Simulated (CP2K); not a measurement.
Hf:

```
Hf
1.0
     3.19670    0.00000    0.00000
    -1.59835    2.76842    0.00000
     0.00000    0.00000    5.05780
Hf
2
Cartesian
  1.5984 0.9228 3.7934
  0.0000 1.8456 1.2645
```

Program: CP2K 2026.2. Alike in all runs: task single point; no spin polarisation; cell as given; k mesh 10 × 10 × 5; smearing fermi-dirac 0.05 eV.

**Question.** Order these runs on this cell by their pressure, lowest first.
A. level BLYP+D3(BJ)+ATM; potentials or basis GTH_POTENTIALS Hf GTH-PBE-q12; TZVP-MOLOPT-PBE-GTH basis; basis sets Hf TZVP-MOLOPT-PBE-GTH-q12; potentials Hf GTH-PBE-q12 of GTH_POTENTIALS; ADDED_MOS [16]; CUTOFF of the grids 450 Ry; cutoff radius of the dispersion sum (A) 20
B. level PBE; potentials or basis POTENTIAL_UZH Hf GTH-PBE-q12; TZV2P-MOLOPT-PBE-GTH basis; basis sets Hf TZV2P-MOLOPT-PBE-GTH-q12; potentials Hf GTH-PBE-q12 of POTENTIAL_UZH; ADDED_MOS [16]; CUTOFF of the grids 500 Ry
C. level PBE; potentials or basis GTH_POTENTIALS Hf GTH-PBE-q12; SZV-MOLOPT-SR-GTH basis; basis sets Hf SZV-MOLOPT-SR-GTH-q12; potentials Hf GTH-PBE-q12 of GTH_POTENTIALS; ADDED_MOS [8]; CUTOFF of the grids 500 Ry
D. level BLYP; potentials or basis GTH_POTENTIALS Hf GTH-PBE-q12; TZVP-MOLOPT-PBE-GTH basis; basis sets Hf TZVP-MOLOPT-PBE-GTH-q12; potentials Hf GTH-PBE-q12 of GTH_POTENTIALS; ADDED_MOS [16]; CUTOFF of the grids 450 Ry

**Answer.** C (-10.8 GPa), A (-4.7 GPa), B (0.7 GPa), D (3.5 GPa).

Caveats: the basis of atomic orbitals isn't converged, which shifts pressures, moduli and gaps; the potentials were made for another functional, which shifts forces and pressure (some runs); pairwise dispersion overbinds metals, which lowers pressure and volume (some runs); a minimal basis gives rough bond lengths, pressures and levels (some runs).
